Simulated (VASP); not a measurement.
TaN: relaxation of cell and atoms with PBE

Crystal: TaN.

```
CELL_PARAMETERS angstrom
0.00000 2.21132 2.21132
2.21132 0.00000 2.21132
2.21132 2.21132 0.00000
ATOMIC_POSITIONS crystal
Ta 0.50000 0.50000 0.50000
N 0.00000 0.00000 0.00000
```

The cell comes from a database or a generator and needn't be the stable form of this composition.

```yaml
Program: VASP 6.6.1
Task: relaxation of cell and atoms
Functional: PBE
Potentials_or_basis: VASP PAW PBE potentials, release 64 (Ta_pv, N)
Cutoff: 520 eV
k_mesh: 16 × 16 × 16
Occupations: gaussian, width 0.02 eV
Spin: no spin polarisation
Further_INCAR_settings: ALGO = Normal; EDIFF = 1e-07; IBRION = 2; EDIFFG = -0.002; NSW = 80; ISIF = 3
```

```json
{
 "Relaxed volume": "10.80 Å³/atom",
 "Relaxed cell": "a = 3.126 Å, b = 3.126 Å, c = 3.126 Å, α = 60.00°, β = 60.00°, γ = 60.00°",
 "Space group after relaxing (to 0.05 Å)": "Fm-3m (No. 225)",
 "Energy gained by relaxing": "0.0 meV/atom",
 "Ionic steps": "3",
 "Pressure after relaxing": "0.0 GPa",
 "Band gap on the k mesh": "none (metal or under the smearing width)"
}
```

Final structure:
```
Ta N
1.0
     0.00000    2.21024    2.21024
     2.21024    0.00000    2.21024
     2.21024    2.21024    0.00000
Ta N
1 1
Direct
  0.50000 0.50000 0.50000
  0.00000 0.00000 0.00000
```

Levels at points of the mesh, in eV from the Fermi level:
```tsv
k point	band 5	band 6	band 7	band 8	band 9	band 10	band 11	band 12
(0.00, 0.00, 0.00)	-3.78	-3.78	-3.78	-2.06	-2.06	-2.06	0.06	0.06
(0.50, 0.00, 0.00)	-10.25	-7.47	-7.47	1.85	1.85	1.94	3.77	7.37
(0.50, 0.50, 0.00)	-6.61	-5.36	-4.60	-4.60	2.07	3.46	3.46	4.37
```

Wall time 44 s on 1 thread of AMD EPYC 9R14 (Zen 4), with other jobs on the host, peak memory 0.15 GiB.

Spin-orbit coupling is left out, which matters for the levels of Ta.
